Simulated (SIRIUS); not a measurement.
# CuO (Pm-3m) in SIRIUS: reference runs, part 2 of 2

SIRIUS 7.10.0. Earlier steps stand in the parts before.

**7. Single point, PBE, 8.65 Å³/atom (volume scaled by 1.04)**

The input, sirius.json:

```json
{
  "control": {
    "processing_unit": "cpu",
    "verbosity": 2,
    "num_bands_to_print": 20,
    "print_forces": true,
    "print_stress": true
  },
  "parameters": {
    "electronic_structure_method": "pseudopotential",
    "xc_functionals": ["XC_GGA_X_PBE", "XC_GGA_C_PBE"],
    "gk_cutoff": 9.6,
    "pw_cutoff": 19.2,
    "ngridk": [10, 10, 10],
    "shiftk": [0, 0, 0],
    "smearing": "fermi_dirac",
    "smearing_width": 0.0018374661,
    "num_bands": 20,
    "num_mag_dims": 0,
    "num_dft_iter": 100,
    "energy_tol": 1e-08,
    "density_tol": 1e-06
  },
  "iterative_solver": {
    "type": "davidson",
    "min_tolerance": 1e-09,
    "tolerance_scale": [0.1, 0.25]
  },
  "mixer": {
    "type": "anderson",
    "beta": 0.7,
    "max_history": 8
  },
  "settings": {
    "tol_ne": 1e-10,
    "pseudo_grid_cutoff": 6.5
  },
  "unit_cell": {
    "lattice_vectors": [
      [4.887097556199, 0.0, 0.0],
      [0.0, 4.887097556199, 0.0],
      [0.0, 0.0, 4.887097556199]
    ],
    "atom_coordinate_units": "lattice",
    "atom_types": ["Cu", "O"],
    "atom_files": {
      "O": "O.json",
      "Cu": "Cu.json"
    },
    "atoms": {
      "Cu": [
        [0.0, 0.0, 0.0]
      ],
      "O": [
        [0.5, 0.5, 0.5]
      ]
    }
  }
}
```

Command:

```bash
$ upf_to_json O.upf
$ upf_to_json Cu.upf
$ OMP_NUM_THREADS=1 sirius.scf --input=sirius.json --output=out.json --task=0
```

Wall time 28 s (1 thread of Arm Neoverse V2, shared host); peak memory 0.33 GiB.

It converged, with:

* Free energy: -5607.2532 eV
* Pressure: 11.0 GPa
* Band gap on the k mesh: none (metal or under the smearing width)

Caveat: an odd number of electrons without spin polarisation forces a metal; a magnetic or distorted state may lie lower; the run has no spin polarisation, though such a crystal can be magnetic; semilocal functionals often make such compounds metallic where correlation or magnetic order opens a gap, which also shifts bond lengths.

**8. Single point, PBE, 8.81 Å³/atom (volume scaled by 1.06)**

Changes to sirius.json since step 7:

```diff
@@ -39,5 +39,5 @@
     "lattice_vectors": [
-      [4.887097556199, 0.0, 0.0],
-      [0.0, 4.887097556199, 0.0],
-      [0.0, 0.0, 4.887097556199]
+      [4.918226405402, 0.0, 0.0],
+      [0.0, 4.918226405402, 0.0],
+      [0.0, 0.0, 4.918226405402]
     ],
```

Potentials or basis: PseudoDojo 0.4.1 PBE standard (scalar relativistic).

Command:

```bash
$ upf_to_json O.upf
$ upf_to_json Cu.upf
$ OMP_NUM_THREADS=1 sirius.scf --input=sirius.json --output=out.json --task=0
```

What it wrote:

```text
[info] SIRIUS version : 7.10.0
[info] number of MPI ranks           : 1
[info] MPI grid                      : 1 1
[info] maximum number of OMP threads : 1
[fft] FFT context for density and potential
[fft] =====================================
[fft]   comm size                             : 1
[fft]   plane wave cutoff                     : 19.2
[fft]   grid size                             : 36 36 36   total : 46656
[fft]   grid limits                           : -17 18   -17 18   -17 18
[fft]   number of G-vectors within the cutoff : 7074
[fft]   local number of G-vectors             : 7074
[fft]   number of G-shells                    : 413
[fft] FFT context for coarse grid
[fft] =====================================
[fft]   comm size                             : 1
[fft]   plane wave cutoff                     : 19.2
[fft]   grid size                             : 36 36 36   total : 46656
[fft]   grid limits                           : -17 18   -17 18   -17 18
[fft]   number of G-vectors within the cutoff : 7074
[fft]   local number of G-vectors             : 7074
[fft]   number of G-shells                    : 413
[... 390 lines left out ...]
[find] valence_eval_sum               :     -12.91004692
[find] <rho|V^{XC}>                   :     -28.74936303
[find] <rho|E^{XC}>                   :     -27.47206295
[find] <mag|B^{XC}>                   :       0.00000000
[find] <rho|V^{H}>                    :     122.65622786
[find] one-electron contribution      :    -106.81691175 (Ha),    -213.63382349 (Ry)
[find] hartree contribution           :      61.32811393
[find] xc contribution                :     -27.47206295
[find] ewald contribution             :    -133.10169079
[find] PAW contribution               :       0.00000000
[find] smearing (-TS)                 :      -0.00089194
[find] SCF correction                 :       0.00000914
[find] Total energy                   :    -206.06254242 (Ha),    -412.12508484 (Ry)
[find] Free energy (E-TS)             :    -206.06343435 (Ha),    -412.12686871 (Ry)
[find] band gap (eV)                  :       0.00000000
[find] Efermi                         :       0.54220399
[ground_state] === stress tensor components [kbar] ===
[ground_state] === stress_kin ===
[ground_state] -162039.360616    0.000000    0.000000
[ground_state]     0.000000-162039.360616   -0.000000
[ground_state]     0.000000   -0.000000-162039.360616
[ground_state] === stress_har ===
[ground_state] -50555.732610    0.000000    0.000000
[ground_state]     0.000000-50555.732610   -0.000000
[ground_state]     0.000000   -0.000000-50555.732610
[ground_state] === stress_ewald ===
[ground_state] 109722.165882    0.000000    0.000000
[ground_state]     0.000000109722.165882   -0.000000
[ground_state]     0.000000   -0.000000109722.165882
[ground_state] === stress_vloc ===
[ground_state] 16127.788742    0.000000    0.000000
[ground_state]     0.00000016127.788742   -0.000000
[ground_state]     0.000000   -0.00000016127.788742
[ground_state] === stress_xc ===
[ground_state]  4000.151796    0.000000    0.000000
[ground_state]     0.000000 4000.151796   -0.000000
[ground_state]     0.000000   -0.000000 4000.151796
[ground_state] === stress_core ===
[ground_state] 15999.652753    0.000000    0.000000
[ground_state]     0.00000015999.652753    0.000000
[ground_state]     0.000000    0.00000015999.652753
[ground_state] === stress_nonloc ===
[ground_state] 66676.432995    0.000000    0.000000
[ground_state]     0.00000066676.432995    0.000000
[ground_state]     0.000000    0.00000066676.432995
[ground_state] === stress_us_nl ===
[ground_state] 66676.432995    0.000000    0.000000
[ground_state]     0.00000066676.432995    0.000000
[ground_state]     0.000000    0.00000066676.432995
[ground_state] === stress_total ===
[ground_state]   -68.901058    0.000000    0.000000
[ground_state]     0.000000  -68.901058   -0.000000
[ground_state]     0.000000   -0.000000  -68.901058
[ground_state] ==== total Forces in Ha/bohr =====
[ground_state] atom:    0, force:       0.0000000      0.0000000      0.0000000
[... 14 lines left out ...]
[ground_state] atom:    0, force:       0.0000000      0.0000000      0.0000000
[ground_state] atom:    1, force:       0.0000000      0.0000000      0.0000000
[~DFT_ground_state] local op. applied: 36774
[~DFT_ground_state] evp. work count: 7747.99
[~DFT_ground_state] number of iterative solver steps: 1693
```

Wall time 42 s (1 thread of Arm Neoverse V2, shared host); peak memory 0.34 GiB.

What came out:

```yaml
Free_energy: -5607.2717 eV
Pressure: 6.9 GPa
Band_gap_on_the_k_mesh: none (metal or under the smearing width)
```

Caveat: an odd number of electrons without spin polarisation forces a metal; a magnetic or distorted state may lie lower; the run has no spin polarisation, though such a crystal can be magnetic; semilocal functionals often make such compounds metallic where correlation or magnetic order opens a gap, which also shifts bond lengths.

**9. Equation of state, PBE**

Potentials or basis: PseudoDojo 0.4.1 PBE standard (scalar relativistic).

This step only gathers the single runs of the series.

Results:

```yaml
Equilibrium_volume: "9.14 Å³/atom (rough: see the caveat)"
Bulk_modulus: 174 GPa (rough)
```

Energy against volume, from the lowest point:
```
volume (Å³/atom)  energy (meV/atom)
           7.817             133.49
           7.983              96.30
           8.149              65.93
           8.316              41.71
           8.482              23.00
           8.648               9.26
           8.815               0.00
```

Caveat: the minimum lies outside the volumes run; the run has no spin polarisation, though such a crystal can be magnetic.
